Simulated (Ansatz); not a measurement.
## TiAl3 under changes of volume

One of the cells (15.474 Å³/atom); the others are scaled copies at fixed shape and fractional positions:

```
Ti Al
1.0
     3.95567    0.00000    0.00000
     0.00000    3.95567    0.00000
     0.00000    0.00000    3.95567
Ti Al
1 3
Cartesian
  0.0000 0.0000 0.0000
  0.0000 1.9778 1.9778
  1.9778 0.0000 1.9778
  1.9778 1.9778 0.0000
```

The cell comes from a database or a generator and needn't be the stable form of this composition.

* Program: Ansatz 0.2.0
* Functional: PBEsol
* Potentials or basis: all-electron LAPW, scalar-relativistic
* Cutoff: 198 eV (chosen from the basis error)
* Basis error allowed: 0.001 eV/atom
* k mesh: 7 × 7 × 7
* Occupations: fermi-dirac, width 0.05 eV
* Spin: no spin polarisation

| volume (Å³/atom) | energy over the lowest point (meV/atom) | pressure (GPa) |
| --- | --- | --- |
| 14.545 | ? | ? |
| 14.855 | 6.38 | 4.2 |
| 15.164 | 0.87 | 1.7 |
| 15.474 | 0.00 | -0.6 |
| 15.783 | 3.33 | -2.7 |
| 16.093 | 10.46 | -4.6 |
| 16.402 | 21.00 | -6.3 |

Question: What does the run at 14.545 Å³/atom give?

Answer: Energy over the lowest point 17.04 meV/atom; pressure 7.0 GPa.

Worked out: A Birch-Murnaghan fit of order 3 (a polynomial in V^(-2/3)) to the other rows has its minimum at 15.38 Å³/atom with B0 = V·E''(V) = 111 GPa and B' = 4.1. It gives 17.07 meV/atom at 14.545 Å³/atom, against the run's 17.04, and -dE/dV = 7.0 GPa, against 7.0.

Energies are extrapolated to zero smearing.
